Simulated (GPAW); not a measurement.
The system is CuO.

```
Cu O
1.0
     3.28802    0.00000    0.00000
    -1.64401    2.84751    0.00000
     0.00000    0.00000    5.38502
Cu O
2 2
Direct
  0.66667 0.33333 0.00000
  0.33333 0.66667 0.50000
  0.66667 0.33333 0.62520
  0.33333 0.66667 0.12520
```

Measurements of this composition are mostly on another form, of space group No. 15.

Base run:

| Quantity | Value |
| --- | --- |
| Program | GPAW 26.7.0 |
| Functional | PBE |
| Potentials or basis | GPAW PAW data sets (gpaw-data 1.2.1) |
| Cutoff | 800 eV |
| Basis | pw |
| k mesh | 9 × 9 × 5 |
| Occupations | fermi-dirac, width 0.05 eV |
| Spin | no spin polarisation |
| Hubbard terms | Cu d U = 2 eV |

Its results: band gap on the k mesh none (metal or under the smearing width); pressure -7.9 GPa.

Problem. After a change of settings the same cell gave: band gap on the k mesh none (metal or under the smearing width); pressure -7.0 GPa. Which change was it?
A. hubbard terms from Cu d U = 2 eV to none
B. hubbard terms from Cu d U = 2 eV to Cu d U = 8 eV
C. hubbard terms from Cu d U = 2 eV to Cu d U = 1 eV

Solution. B.

Caveats: with this Cu data set, volumes or pressures lay over 1.5 % or 2 GPa off other programs in two to four cells of ten; the run has no spin polarisation, though such a crystal can be magnetic; U without spin polarisation on a metal has little footing.
